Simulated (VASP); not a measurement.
**CoO: single point with PBE**

Crystal: CoO.

```xyz
2
Lattice="0.0000 2.1315 2.1315 2.1315 0.0000 2.1315 2.1315 2.1315 0.0000" Properties=species:S:1:pos:R:3 pbc="T T T"
Co    0.0000    0.0000    0.0000
O     2.1315    2.1315    2.1315
```

- Program: VASP 6.6.1
- Task: single point
- Functional: PBE
- Potentials or basis: VASP PAW PBE potentials, release 64 (Co, O)
- Cutoff: 520 eV
- k mesh: 6 × 6 × 6
- Occupations: gaussian, width 0.02 eV
- Spin: collinear spin, ferromagnetic start
- Starting moments: [3.0, 0.0] μB
- Further INCAR settings: ALGO = Normal; EDIFF = 1e-07; NBANDS = 18

```
Pressure                                              : -4.5 GPa
Band gap on the k mesh                                : none (metal or under the smearing width)
Net moment                                            : 2.70 μB per cell
Site moments                                          : Co +2.42; O +0.24 μB
Valence electrons inside the program's atomic spheres : Co 7.80; O 4.97
```

Levels at points of the mesh, in eV from the Fermi level:
Spin up:
| k point | band 5 | band 6 | band 7 | band 8 | band 9 | band 10 | band 11 | band 12 | band 13 | band 14 |
| --- | --- | --- | --- | --- | --- | --- | --- | --- | --- | --- |
| (0.00, 0.00, 0.00) | -3.14 | -3.14 | -2.94 | -2.94 | -2.94 | 0.99 | 16.85 | 18.14 | 18.14 | 18.14 |
| (0.50, 0.00, 0.00) | -2.22 | -2.22 | -1.69 | 0.15 | 0.15 | 5.07 | 9.32 | 13.44 | 13.44 | 20.47 |
| (0.50, 0.50, 0.00) | -3.80 | -2.81 | -2.32 | -1.94 | -1.94 | 5.87 | 9.79 | 11.71 | 15.73 | 15.73 |
Spin down:
```tsv
k point	band 3	band 4	band 5	band 6	band 7	band 8	band 9	band 10
(0.00, 0.00, 0.00)	-2.69	-2.69	-1.11	-1.11	-1.11	0.05	0.05	1.47
(0.50, 0.00, 0.00)	-4.70	-4.70	-0.15	-0.15	0.14	2.63	2.63	5.33
(0.50, 0.50, 0.00)	-3.92	-3.92	-2.22	0.10	0.10	0.52	0.96	6.68
```

Run time: 22 s on 1 thread of Intel(R) Xeon(R) Platinum 8488C (Sapphire Rapids), on a shared host, peak memory 0.14 GiB.

Caveat: the k mesh is coarse (spacing up to 0.43 Å⁻¹), so the values aren't converged; a cell with one magnetic atom can't hold antiferromagnetic order, which such compounds often take; semilocal functionals often make such compounds metallic where correlation or magnetic order opens a gap, which also shifts bond lengths. With open d or f shells a metallic result of PBE can be an artefact of self-interaction; +U or a hybrid may open a gap.
